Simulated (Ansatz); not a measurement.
Ir: hydrostatic pressure series

Theory: DFT r2SCAN, scalar-relativistic, plane waves, PAW (Ansatz). Run with 500 eV cutoff, 18×18×18 k-mesh, Gaussian smearing of 0.10 eV, no spin polarisation.

Reference structure (relaxed):

```
Ir
1.0
     0.00000    1.92209    1.92209
     1.92209    0.00000    1.92209
     1.92209    1.92209    0.00000
Ir
1
Direct
  0.00000 0.00000 0.00000
```

Cell and atoms are relaxed at each pressure within the symmetry of the start, at zero temperature, so transitions that lower the symmetry aren't seen. The k-mesh given is that at zero pressure and may differ at others. a, b and c are the lengths of the cell vectors above.

Spin–orbit coupling is left out, which can shift energies with elements as heavy as these.

```csv
P (GPa),V (Å³/atom),V/V0,a (Å),b (Å),c (Å)
-1,14.24,1.003,2.721,2.721,2.721
0,14.20,1.000,2.718,2.718,2.718
1,14.17,0.998,2.716,2.716,2.716
4,14.05,0.990,2.709,2.709,2.709
12,13.79,0.971,2.692,2.692,2.692
25,13.41,0.944,2.667,2.667,2.667
50,12.82,0.903,2.627,2.627,2.627
90,12.10,0.852,2.577,2.577,2.577
```

Q: What bulk modulus and pressure derivative fit these points?

A: A third-order Birch–Murnaghan fit gives B0 = 379 GPa and B0' = 4.9.